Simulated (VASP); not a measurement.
A run of VASP 6.6.1 is set up as follows.

File INCAR:

```
SYSTEM = Ca
ALGO = Normal
EDIFF = 1E-6
EDIFFG = -0.01
ENCUT = 600
GGA = PE
IBRION = 2
ISIF = 3
ISMEAR = 1
IVDW = 12
LASPH = .TRUE.
LCHARG = .FALSE.
LREAL = .FALSE.
LWAVE = .FALSE.
NELM = 80
NSW = 90
PREC = Accurate
SIGMA = 0.1
```

File KPOINTS:

```
k-points
0
G
  14 14 14
  0 0 0
```

The input POSCAR:

```
Ca
1.0
    0.0000000000      2.7942000000      2.7942000000
    2.7942000000      0.0000000000      2.7942000000
    2.7942000000      2.7942000000      0.0000000000
Ca
1
Direct
    0.0000000000      0.0000000000      0.0000000000
```

Potentials or basis: VASP PAW PBE potentials, release 64 (Ca_sv).

Command:

```sh
$ cat potpaw_PBE.64/Ca_sv/POTCAR > POTCAR
$ mpirun -np 1 vasp_std > vasp.out
```

(1) Predict the relaxed volume.

(2) Predict the space group after relaxing (to 0.05 Å).

(3) What does it give for the dispersion energy per atom?

Results:

(1) 40.20 Å³/atom.

(2) Fm-3m (No. 225).

(3) -0.241 eV.

Caveat: pairwise dispersion overbinds metals, which lowers pressure and volume.
